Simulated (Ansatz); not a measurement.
## WS2: W vacancy

All numbers below come from DFT PBE+D3(BJ), scalar-relativistic, plane waves, PAW in Ansatz. Settings: 420 eV cutoff, 2×2×2 k-mesh, Gaussian smearing of 0.01 eV, collinear spin.

Host crystal, relaxed:

```
CELL_PARAMETERS angstrom
3.15409 0.00000 0.00000
-1.57704 2.73152 0.00000
0.00000 0.00000 12.14483
ATOMIC_POSITIONS crystal
W 0.33333 0.66667 0.75000
W 0.66667 0.33333 0.25000
S 0.33333 0.66667 0.12034
S 0.66667 0.33333 0.62034
S 0.33333 0.66667 0.37966
S 0.66667 0.33333 0.87966
```

Supercell of 42 atoms, rows in host cell vectors: 2 -1 0; -3 -2 0; 0 0 -1. Atoms relax at the host's cell, keeping the symmetry that the supercell leaves at the site. The cell is small, so energies carry finite-size errors of tenths of an eV. The host's Kohn–Sham gap is 0.88 eV. Atoms are taken from and returned to the elements' standard states. Charged cells are corrected for image charges with the computed static dielectric tensor (mean 11.7) and aligned with the host's potential at far atoms (alignment terms reach 1.75 eV; the program doubts the alignment in some charges, where it is up to 1.75 eV). No band-filling term is added, and the Fermi level counts from the host's valence band top.

Spin-orbit coupling is left out, which matters for the bands and energies of heavy elements. Starting moments were lost in some runs.

Defect: W vacancy at (0.333, 0.667, 0.750) of the host cell.

Task: What is the formation energy of the neutral defect?

Result: 6.77 eV.

Task: Does the neutral defect carry a moment, and how do its surroundings relax?

Result: It changes the cell's moment by 0.18 μB (a fraction, from partly filled bands). The nearest neighbours before are 6 S at 2.41 Å; after relaxation the atoms near the site are 6 S at 2.44 Å; the largest move is 0.07 Å.

Task: Charges 0, -1, -2, -3 were computed. Which is stable where in the gap?

Result: Among the charges computed the stable one is -1 at the valence band top, changing to -2 at 0.56 eV. In charge 0, -3 the extra carrier would gain by moving to a band edge of the host, so it isn't bound in the gap, though by less than the errors named above. In charge 0, -1, -2, -3 the cell has partly filled bands: a level of the defect may be part filled, the carrier may sit in the host's bands, or levels may cross between the k points, so transitions that involve it are doubtful. Without the alignment that the program doubts, the level (-1/-2) would lie at -0.71 eV, outside the gap, so these runs don't decide whether the defect changes charge there. Without the alignment that the program doubts, the level (-2/-3) would lie at 0.55 eV, inside the gap, so these runs don't decide whether the defect changes charge there. Levels between neighbouring charges: (0/-1) -0.06 eV, (-1/-2) 0.56 eV, (-2/-3) 1.04 eV.